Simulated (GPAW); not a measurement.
# Co (P-3m1) in GPAW: settings compared

The runs below take Co through single point, with LDA, PBE.

Program: GPAW 26.7.0. These are calculated values, not measurements. Logs are shortened: lines on timing, memory, paths and dates and some standing lists are left out, and cuts for length are marked. The log counts tension as positive stress, the text compression.

## (1) The structure

Symmetry: P-3m1, No. 164, trigonal system. The conventional cell has a = 2.487 Å, b = 2.487 Å, c = 4.063 Å, α = 90.00°, β = 90.00°, γ = 120.00°. Co (site symmetry 3m) has 12 Co at 2.42 to 2.55 Å as nearest neighbours.

## (2) Single point, LDA, collinear spin, ferromagnetic start

Input file run.py:

```python
from ase.dft.bandgap import bandgap
from ase.io import read, write
from ase.units import GPa
from gpaw import GPAW, PW

atoms = read('POSCAR')
atoms.set_initial_magnetic_moments([3.0, 3.0])

calc = GPAW(mode=PW(400),
            xc='LDA',
            kpts={'size': (10, 10, 5), 'gamma': True},
            occupations={'name': 'fermi-dirac', 'width': 0.05},
            nbands=21,
            maxiter=120,
            txt='gpaw.txt')
atoms.calc = calc
energy = atoms.get_potential_energy()
forces = atoms.get_forces()
stress = atoms.get_stress()
calc.write('gs.gpw')
write('result.traj', atoms)
print(f'Energy: {energy:.6f} eV')
print('Forces (eV/A):')
print(forces.round(4))
print('Stress (GPa):', (stress / GPa).round(3))
print('Moments:', calc.get_magnetic_moments().round(3))
print('Fermi level:', round(calc.get_fermi_level(), 4), 'eV')
print(f'Gap: {bandgap(calc)[0]:.4f} eV, direct: {bandgap(calc, direct=True)[0]:.4f} eV')
```

Input file POSCAR:

```
Co
1.0
    2.4873648738      0.0000000000      0.0000000000
   -1.2436824369      2.1541211692      0.0000000000
    0.0000000000      0.0000000000      4.0632895034
Co
2
Direct
    0.3333333333      0.6666666667      0.7401390000
    0.6666666667      0.3333333333      0.2598610000
```

Potentials or basis: the program's PAW data sets (release 1.2.1) made for this functional, pw.

Command:

```console
OMP_NUM_THREADS=1 python run.py
```

gpaw.txt:

```text
__  _  _
 | _ |_)|_||  |
 |__||  | ||/\| - 26.7.0

Input parameters:
  mode=PW(ecut=400.0),
  kpts=MonkhorstPack(size=(10, 10, 5), gamma=True),
  maxiter=120,
  nbands=21,
  occupations=Occupations(name='fermi-dirac', width=0.05),
  xc=XC(name='LDA')

Diagonalizing LCAO Hamiltonian
Converting LCAO to pw mode

        Co

          Co

Atoms  # Å, Bohr magnetons
|   | symbol |         x |        y |        z |    initial magnetic moments |
|---|--------|-----------|----------|----------|-----------------------------|
| 0 |     Co | -0.000000 | 1.436081 | 3.007399 | ( 0.0000,  0.0000,  3.0000) |
| 1 |     Co |  1.243682 | 0.718040 | 1.055890 | ( 0.0000,  0.0000,  3.0000) |

Unit cell  # Å
| periodic |         x |        y |        z |  lengths |     angles |
|----------|-----------|----------|----------|----------|------------|
|      yes |  2.487365 | 0.000000 | 0.000000 | 2.487365 |  90.000000 |
|      yes | -1.243682 | 2.154121 | 0.000000 | 2.487365 |  90.000000 |
|      yes |  0.000000 | 0.000000 | 4.063290 | 4.063290 | 120.000000 |

Number of symmetries: 12
Symmetry operations  # r_c * U_cc + t_c -> r_c
|    | kind |            matrix            |
|----|------|------------------------------|
|  0 |  σ   |  1, 1, 0,  0,-1, 0,  0, 0, 1 |
|  1 |  S6  |  1, 1, 0, -1, 0, 0,  0, 0,-1 |
|  2 |  E   |  1, 0, 0,  0, 1, 0,  0, 0, 1 |
|  3 |  C2  |  1, 0, 0, -1,-1, 0,  0, 0,-1 |
|  4 |  C2  |  0, 1, 0,  1, 0, 0,  0, 0,-1 |
|  5 |  C3  |  0, 1, 0, -1,-1, 0,  0, 0, 1 |
|  6 |  S6  |  0,-1, 0,  1, 1, 0,  0, 0,-1 |
|  7 |  σ   |  0,-1, 0, -1, 0, 0,  0, 0, 1 |
|  8 |  σ   | -1, 0, 0,  1, 1, 0,  0, 0, 1 |
|  9 |  i   | -1, 0, 0,  0,-1, 0,  0, 0,-1 |
| 10 |  C3  | -1,-1, 0,  1, 0, 0,  0, 0, 1 |
| 11 |  C2  | -1,-1, 0,  0, 1, 0,  0, 0,-1 |

BZ-sampling:
  Number of BZ points: 500
  Number of IBZ points: 58

  Monkhorst-Pack size: [10, 10, 5]
  Monkhorst-Pack shift: [0.05, 0.05, 0.0]

K-points  # in reciprocal-cell coordinates
|     |                                coordinates |     weight |
|-----|--------------------------------------------|------------|
|   0 | (  0.00000000,   0.00000000,   0.00000000) | 0.00200000 |
|   1 | (  0.00000000,   0.00000000,   0.20000000) | 0.00400000 |
|   2 | (  0.00000000,   0.00000000,   0.40000000) | 0.00400000 |
|   3 | (  0.10000000,   0.00000000,  -0.40000000) | 0.01200000 |
|   4 | (  0.10000000,   0.00000000,  -0.20000000) | 0.01200000 |
|   5 | (  0.10000000,   0.00000000,   0.00000000) | 0.01200000 |
|   6 | (  0.10000000,   0.00000000,   0.20000000) | 0.01200000 |
|   7 | (  0.10000000,   0.00000000,   0.40000000) | 0.01200000 |
|   8 | (  0.20000000,  -0.10000000,   0.00000000) | 0.01200000 |
|   9 | (  0.20000000,  -0.10000000,   0.20000000) | 0.02400000 |
| ... |                                            |            |
|  57 | (  0.50000000,   0.50000000,   0.40000000) | 0.01200000 |

Plane wave coefficients: 412
Cutoff: 400.0 eV

Spin-components: 2 (collinear spins)
Bands:           21
Projectors:      12
Spin-degeneracy: 1
Datatype:        complex128

Parallelization:
  kpt:    1
  domain: 1
  band:   1

Density:
  Valence electrons: 18.0
  Components: 2
  Grid points: [12 12 20]
  Charge: 0.0  # |e|

Potential:
  Grid points: [12 12 20]

species:
  Co:
    name:    Cobalt
    Z:       27.0
    valence: 9
    core:    18
    charge:  0.0  # [|e|]
    compensation charges:
      type: gauss
      rc: 0.32  # [Å]
      lmax: 2
    cutoffs:
      filter: 1.87  # [Å]
      core: 2.55  # [Å]
    projectors
    | kind |    occ | energy [eV] | rcut [Å] |
    |------|--------|-------------|----------|
    |   4s |  2.000 |      -5.672 |    1.005 |
    |   4p |  0.000 |      -1.387 |    1.058 |
    |   3d |  7.000 |      -8.461 |    1.005 |
    |    s |        |      21.539 |    1.005 |
    |    p |        |      25.825 |    1.058 |
    |    d |        |      18.750 |    1.005 |

    Using partial waves for Co as LCAO basis

Reference energy: -75676.533408  # eV

eigensolver:
  PPCG
  Converge bands: occupied
  niter=2

density mixing:
  MSR1-Mixer
  Pratt-step length: 0.05
  Maximum mixing coefficient: 0.75
  Old densities: 10
  SVD Regularization: 0.005
  Good broyden scale: 1.0
  Trust region scale: 1.0
  Backstep threshold: 4.0
  History deletion threshold: 6.0
  Fourier metric: weight=20.0, sigma=0.015

occupation numbers:
  Fermi-Dirac:
    width: 0.0500  # eV

poisson solver:
  ecut: 3200.0  # eV

xc functional:
  name: None

convergence criteria:
- Maximum [total energy] change in last 3 cyles: 0.0005 eV / valence electron
- Maximum integral of absolute [dens]ity change: 0.0001 electrons / valence electron
- Maximum integral of absolute [eigenst]ate change: 4e-08 eV^2 / valence electron
maximum number of iterations: 120

SCF iterations
|iter     | |      energy | eigst |  dens |  magmom |
|---------|-|-------------|-------|-------|---------|
|iter:   1| |  -17.652078 | +0.36 |       |  +6.0083|
|iter:   2| |  -17.677530 | -2.07 | -0.78 |  +5.8884|
|iter:   3| |  -18.127645 | -1.83 | -0.81 |  +4.2069|
|iter:   4| |  -18.143942 | -1.98 | -1.19 |  +3.4471|
|iter:   5| |  -18.139893 | -2.77 | -1.82 |  +3.2768|
|iter:   6| |  -18.139857c| -4.15 | -2.26 |  +3.2378|
|iter:   7| |  -18.140027c| -4.75 | -2.57 |  +3.2483|
|iter:   8| |  -18.140085c| -5.66 | -2.83 |  +3.2624|
|iter:   9| |  -18.140092c| -7.03 | -3.55 |  +3.2667|
|iter:  10| |  -18.140092c| -7.85c| -4.17c|  +3.2671|

Converged in 10 steps
Energy contributions relative to reference atoms: (reference = -75676.533408)

Energy contributions:
  Kinetic:          16.865931
  Coulomb:         -14.208814
  Zero:              0.593356
  External:          0.000000
  Xc:              -21.382093
  Entropy:          -0.016944
  Spinorbit:         0.000000
  ----------------------------
  Free energy:     -18.148564
  Extrapolated:    -18.140092

dipole moment: (-0.000001, -0.000002, -0.000004)  # |e|*Ang

Total magnetic moment: (0.000000, 0.000000, 3.267095)

Local magnetic moments
|        x |        y |        z |
|----------|----------|----------|
| 0.000000 | 0.000000 | 1.669572 |  # Co   0
| 0.000000 | 0.000000 | 1.669572 |  # Co   1

Fermi level: 10.175
Eigenvalues  # (at kpt = [0.000, 0.000, 0.000])
| band index |      eig [eV] | occ [0-1] |      eig [eV] | occ [0-1] |
|------------|---------------|-----------|---------------|-----------|
|          0 |         1.092 |     1.000 |         1.279 |     1.000 |
|        ... |               |           |               |           |
|          3 |         7.639 |     1.000 |         9.193 |     1.000 |
|          4 |         7.639 |     1.000 |         9.193 |     1.000 |
|          5 |         7.946 |     1.000 |         9.528 |     1.000 |
|          6 |         7.946 |     1.000 |         9.528 |     1.000 |
|          7 |         8.380 |     1.000 |        10.040 |     0.937 |
|          8 |         8.380 |     1.000 |        10.063 |     0.903 |
[... 8 lines left out ...]
|         17 |        35.763 |     0.000 |        35.808 |     0.000 |
|         18 |        35.934 |     0.000 |        36.428 |     0.000 |
|        ... |               |           |               |           |
|         20 |        39.886 |     0.000 |        40.909 |     0.000 |

No gap
No difference between direct/indirect transitions

Forces  # eV/Ang
|        x |        y |        z |
|----------|----------|----------|
| -0.00000 |  0.00000 |  0.40622 |  # Co   0
|  0.00000 | -0.00000 | -0.40622 |  # Co   1

Stress tensor  # eV/Ang^3
|        x |        y |        z |
|----------|----------|----------|
| 0.146502 | 0.000000 | 0.000000 |
| 0.000000 | 0.146502 | 0.000000 |
| 0.000000 | 0.000000 | 0.161864 |

# Writing to gs.gpw (mode='')
```

stdout:

```text
Energy: -18.140092 eV
Forces (eV/A):
[[-0.      0.      0.4062]
 [ 0.     -0.     -0.4062]]
Stress (GPa): [23.472 23.472 25.933  0.     0.     0.   ]
Moments: [1.67 1.67]
Fermi level: 10.1748 eV
Gap: 0.0000 eV, direct: 0.0000 eV
```

It took 29 s on 1 thread of Intel Xeon Platinum 8259CL at 2.50GHz (Skylake/Cascade Lake), shared host; peak memory 0.14 GiB.

The run converged, but some of its settings lie outside the range that counts as converged, so its numbers aren't taken as properties of the crystal.

Results:

```yaml
Free_energy: -18.1486 eV
Pressure: -24.3 GPa
Largest_force: 0.406 eV/Å
Band_gap_on_the_k_mesh: none (metal or under the smearing width)
Net_moment: 3.27 μB per cell
Site_moments: Co +1.67 μB
```

Caveat: the cutoff is short for stress and forces, so pressures can be off by a GPa or more.

## (3) Single point, PBE, collinear spin, antiferromagnetic start

run.py: that of step 2 with these lines changed.

```diff
@@ -6,6 +6,6 @@
 atoms = read('POSCAR')
-atoms.set_initial_magnetic_moments([3.0, 3.0])
+atoms.set_initial_magnetic_moments([3.0, -3.0])
 
-calc = GPAW(mode=PW(400),
-            xc='LDA',
+calc = GPAW(mode=PW(500),
+            xc='PBE',
             kpts={'size': (10, 10, 5), 'gamma': True},
```

POSCAR is that of step 2.

Potentials or basis: GPAW PAW data sets (gpaw-data 1.2.1), pw.

Command:

```console
OMP_NUM_THREADS=1 python run.py
```

Run time: 48 s. Hardware: 1 thread of Arm Neoverse V1, shared host; peak memory 0.15 GiB.

The run converged. Its results:

| Item | Value |
| --- | --- |
| Free energy | -15.9303 eV |
| Pressure | -11.6 GPa |
| Largest force | 0.665 eV/Å |
| Band gap on the k mesh | none (metal or under the smearing width) |
| Net moment | 0.00 μB per cell |
| Site moments | Co +0.98, -0.98 μB |

Forces on the atoms (eV/Å):
```
Co   0.000  0.000  0.665
Co   0.000  0.000 -0.665
```

Stress tensor (GPa, compression positive):
```
-11.48   0.00   0.00
  0.00 -11.48   0.00
  0.00   0.00 -11.90
```

Levels at points of the mesh, in eV from the Fermi level:
Spin up:
| k point | band 7 | band 8 | band 9 | band 10 | band 11 | band 12 |
| --- | --- | --- | --- | --- | --- | --- |
| (0.00, 0.00, 0.00) | -1.40 | -1.06 | -1.06 | -0.35 | 0.25 | 0.25 |
| (0.50, 0.50, 0.00) | -1.43 | -0.26 | 0.36 | 0.89 | 1.76 | 3.75 |
Spin down:
| k point | band 6 | band 7 | band 8 | band 9 | band 10 | band 11 | band 12 | band 13 |
| --- | --- | --- | --- | --- | --- | --- | --- | --- |
| (0.00, 0.00, 0.00) | -1.40 | -1.40 | -1.06 | -1.06 | -0.35 | 0.25 | 0.25 | 6.55 |
| (0.50, 0.50, 0.00) | -1.81 | -1.43 | -0.26 | 0.36 | 0.89 | 1.76 | 3.75 | 9.52 |

Caveat: the cutoff is short for stress and forces, so pressures can be off by a GPa or more.
